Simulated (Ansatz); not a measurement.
Crystal: CuO (Tenorite).

```
Cu O
1.0
     2.34185   -1.71130    0.00000
     2.34185    1.71130    0.00000
    -0.85003    0.00000    5.05787
Cu O
2 2
Direct
  0.50000 0.00000 0.50000
  0.00000 0.50000 0.00000
  0.41840 0.58160 0.75000
  0.58160 0.41840 0.25000
```

| Quantity | Value |
| --- | --- |
| Program | Ansatz 0.2.0 |
| Task | relaxation of cell and atoms |
| Functional | HSE06 |
| Potentials or basis | Ansatz PAW |
| Cutoff | 420 eV (not typed: the program's choice for these potentials) |
| k mesh | 5 × 5 × 3 |
| Occupations | fermi-dirac, width 0.05 eV |
| Spin | no spin polarisation |

At the start: volume 10.13 Å³/atom.

Question: How do energy, volume and symmetry change on relaxing?

Answer: It ends after 25 steps and the volume is 10.84 Å³/atom (+6.9 %); space group P4_2/mmc (No. 131, to 0.05 Å).

The path:
| step | energy change (eV) | largest force (eV/Å) | volume (Å³) |
| --- | --- | --- | --- |
| 1 | 0.0000 | 0.2792 | 40.54 |
| 2 | -0.0121 | 0.2335 | 40.92 |
| 3 | -0.0338 | 0.1697 | 41.30 |
| 4 | -0.0387 | 0.1043 | 42.93 |
| 5 | -0.0496 | 0.0391 | 42.29 |
| 6 | -0.0521 | 0.0022 | 42.38 |
| 7 | -0.0522 | 0.0009 | 42.40 |
| 8 | -0.0522 | 0.0026 | 42.44 |
| 9 | -0.0523 | 0.0005 | 42.43 |
| 10 | -0.0771 | 0.0034 | 42.43 |
| 11 | -0.0847 | 0.0153 | 42.92 |
| 12 | -0.0897 | 0.0106 | 43.15 |
| 13 | -0.0900 | 0.0055 | 43.14 |
| 14 | -0.0900 | 0.0001 | 43.13 |
| 15 | -0.0983 | 0.0013 | 43.13 |
| 16 | -0.1004 | 0.0077 | 43.25 |
| 17 | -0.1007 | 0.0026 | 43.33 |
| 18 | -0.1008 | 0.0016 | 43.30 |
| 19 | -0.1007 | 0.0002 | 43.32 |
| 20 | -0.1027 | 0.0006 | 43.32 |
| 21 | -0.1030 | 0.0017 | 43.33 |
| 22 | -0.1030 | 0.0004 | 43.35 |
| 23 | -0.1031 | 0.0007 | 43.35 |
| 24 | -0.1031 | 0.0000 | 43.35 |
| 25 | -0.1032 | 0.0000 | 43.35 |

Final structure:
```cif
data_structure
_symmetry_space_group_name_H-M 'P 1'
_symmetry_Int_Tables_number 1
_cell_length_a 2.9070
_cell_length_b 2.9070
_cell_length_c 5.1299
_cell_angle_alpha 90.040
_cell_angle_beta 90.040
_cell_angle_gamma 89.679
_cell_volume 43.35
loop_
_atom_site_label
_atom_site_type_symbol
_atom_site_fract_x
_atom_site_fract_y
_atom_site_fract_z
_atom_site_occupancy
Cu1 Cu 0.50000 0.00000 0.50000 1
Cu2 Cu 0.00000 0.50000 0.00000 1
O1 O 0.49971 0.50029 0.75000 1
O2 O 0.50029 0.49971 0.25000 1
```

Caveat: the k mesh is coarse (spacing up to 0.46 Å⁻¹), so the values aren't converged, least of all with exact exchange; the plane-wave basis is chosen anew once the cell has moved, so the energies of steps on either side of that aren't comparable; the pressure holds a Pulay correction of +0.6 GPa for the finite cutoff; the run has no spin polarisation, though such a crystal can be magnetic; the PAW data sets come from PBE, with cores solved anew for the run's functional, which leaves a small shift of forces and pressure.
